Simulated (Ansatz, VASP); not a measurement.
Mg: VASP beside Ansatz

The input INCAR:

```
PREC     = Accurate       # precision mode
ENCUT    = 520            # plane-wave cutoff, eV
EDIFF    = 1E-6           # SCF threshold, eV
ISMEAR   = -1             # smearing method
SIGMA    = 0.3            # smearing width, eV
LREAL    = False          # projectors in reciprocal space
LASPH    = True           # aspherical terms in the spheres
NELM     = 100            # most SCF steps
ALGO     = Normal         # electronic algorithm
ISIF     = 2              # what is computed and relaxed
LWAVE    = False          # write WAVECAR
LCHARG   = False          # write CHGCAR
NBANDS   = 9              # bands
```

File KPOINTS:

```
regular mesh
0
Gamma
  12 12 6
```

The input POSCAR:

```
Mg
1.0
    3.1325008903      0.0000000000      0.0000000000
   -1.5662504451      2.7128253484      0.0000000000
    0.0000000000      0.0000000000      5.0848940941
Mg
2
Direct
    0.3333333333      0.6666666667      0.2500000000
    0.6666666667      0.3333333333      0.7500000000
```

Input for Ansatz:

```yaml
crystal:
  lattice:
    - [3.1325008903, 0.0, 0.0]
    - [-1.5662504451, 2.7128253484, 0.0]
    - [0.0, 0.0, 5.0848940941]
  atoms:
    - { symbol: Mg, position: [0.3333333333, 0.6666666667, 0.25] }
    - { symbol: Mg, position: [0.6666666667, 0.3333333333, 0.75] }
hamiltonian:
  xc: lda
  pseudopotentials:
    kind: paw
    azcp:
      Mg: "pseudopotentials/Mg.paw.azcp"
basis:
  ecutwfc: 420
  fft_grid_basis: typed
kpoints:
  mp_grid: { grid: [12, 12, 6], shift: [0, 0, 0] }
magnetization:
  spin_polarized: false
scf:
  occupations: { method: fermi_dirac, width: 0.3 }
  lower_state_search: "off"
output:
  stress: true
  write_density: true
  write_potential: true
  elf: true
  volumetric_format: npy
```

Alike in both runs: task single point; functional LDA; k mesh 12 × 12 × 6; occupations fermi-dirac, width 0.3 eV; no spin polarisation.

|  | VASP | Ansatz |
| --- | --- | --- |
| version | VASP 6.6.1 | Ansatz 0.2.0 |
| potentials or method | VASP PAW LDA potentials, release 64 (Mg) | plane waves (420 eV) with PAW, scalar-relativistic |
| plane-wave cutoff (eV) | 520 | 420 |
| valence electrons in the cell | 4 | 20 |

Ansatz gave:

| Item | Value |
| --- | --- |
| pressure (GPa) | 0.3 |
| largest component of the traceless stress (GPa) | 0.12 |

**Question.** Which values does VASP return?

**Answer.** Pressure (GPa): 0.0; largest component of the traceless stress (GPa): 0.12.

The two sets of potentials don't hold the same shells in valence. Ansatz warned: «pseudo_functional_mismatch».
